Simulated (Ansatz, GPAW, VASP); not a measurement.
# InP: 3 runs at one level of theory

```
In P
1.0
     0.00000    2.93050    2.93050
     2.93050    0.00000    2.93050
     2.93050    2.93050    0.00000
In P
1 1
Direct
  0.00000 0.00000 0.00000
  0.75000 0.75000 0.75000
```

Alike in all runs: task single point; functional PBE; k mesh 8 × 8 × 8; occupations gaussian, width 0.029 eV; no spin polarisation; no spin-orbit coupling. Pressure is positive in compression and, in plane waves, holds the error of the finite cutoff.

```json
{"program and potentials": "GPAW, GPAW PAW data sets (gpaw-data 1.2.1)", "plane-wave cutoff (eV)": "600", "notes": "-", "band gap (eV)": "0.71", "pressure (GPa)": "3.04"}
{"program and potentials": "VASP, PBE PAW files In_d, P, 520 eV", "plane-wave cutoff (eV)": "520", "notes": "-", "band gap (eV)": "0.71", "pressure (GPa)": "3.28"}
{"program and potentials": "Ansatz, all-electron LAPW, scalar-relativistic", "plane-wave cutoff (eV)": "-", "notes": "-", "band gap (eV)": "0.71", "pressure (GPa)": "3.34"}
```

All agree on the band gap. The pressure spans 3.04 (GPAW, GPAW PAW data sets (gpaw-data 1.2.1)) to 3.34 GPa (Ansatz, all-electron LAPW, scalar-relativistic), with all-electron results at 3.34.

The functional is the same throughout but for its coding, so the spread measures potentials, basis and numerics; runs on potential files found faulty are left out.
